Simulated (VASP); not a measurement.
Wanted: the native input for a VASP 6.6.1 run.

```
Task                   : single point
Functional             : PBE
Potentials or basis    : VASP PAW PBE potentials, release 64 (Na_pv, I)
Cutoff                 : 520 eV
k mesh                 : 6 × 6 × 4
Occupations            : fermi-dirac, width 0.05 eV
Spin                   : no spin polarisation
Further INCAR settings : ALGO = Normal; EDIFF = 1e-07; NBANDS = 22
```

The structure of NaI lies in POSCAR:

```
NaI
1.0
    5.1507500000      0.0000000000      0.0000000000
   -2.5753800000      4.4606800000      0.0000000000
    0.0000000000      0.0000000000      7.9732300000
Na I
2 2
Direct
    0.3358900000      0.6809130000      0.3793220000
    0.6611370000      0.3346570000      0.8855440000
    0.3348060000      0.6733920000      0.9900790000
    0.6760030000      0.3382080000      0.4827600000
```

The cell was built by a generator and needn't be a form met in nature.

The cell isn't the ideal one: atoms moved at random, drawn with an rms of 0.05 Å.

One way to write it, as run:

INCAR

```
SYSTEM = NaI
  ALGO = Normal
  EDIFF = 1E-7
  ENCUT = 520
  GGA = PE
  ISIF = 2
  ISMEAR = -1
  LASPH = .TRUE.
  LCHARG = .TRUE.
  LELF = .TRUE.
  LREAL = .FALSE.
  LVHAR = .TRUE.
  LWAVE = .FALSE.
  NBANDS = 22
  NELM = 60
  PREC = Accurate
  SIGMA = 0.05
```

KPOINTS

```
k-points
0
G
  6 6 4
  0 0 0
```

Potentials or basis: VASP PAW PBE potentials, release 64 (Na_pv, I).

The run is started by

```sh
$ cat potpaw_PBE.64/Na_pv/POTCAR potpaw_PBE.64/I/POTCAR > POTCAR
$ mpirun -np 1 vasp_std > vasp.out
```

Results of the run:

The pressure is 0.0 GPa. The largest force is 0.146 eV/Å. The band gap on the k mesh is 3.67 eV, direct.

Caveat: spin-orbit coupling is left out, which moves the levels of the heavy elements.

Run time: 4 min on 1 thread of AMD EPYC 7R13 Processor (Zen 3), with other jobs on the host, peak memory 0.42 GiB.
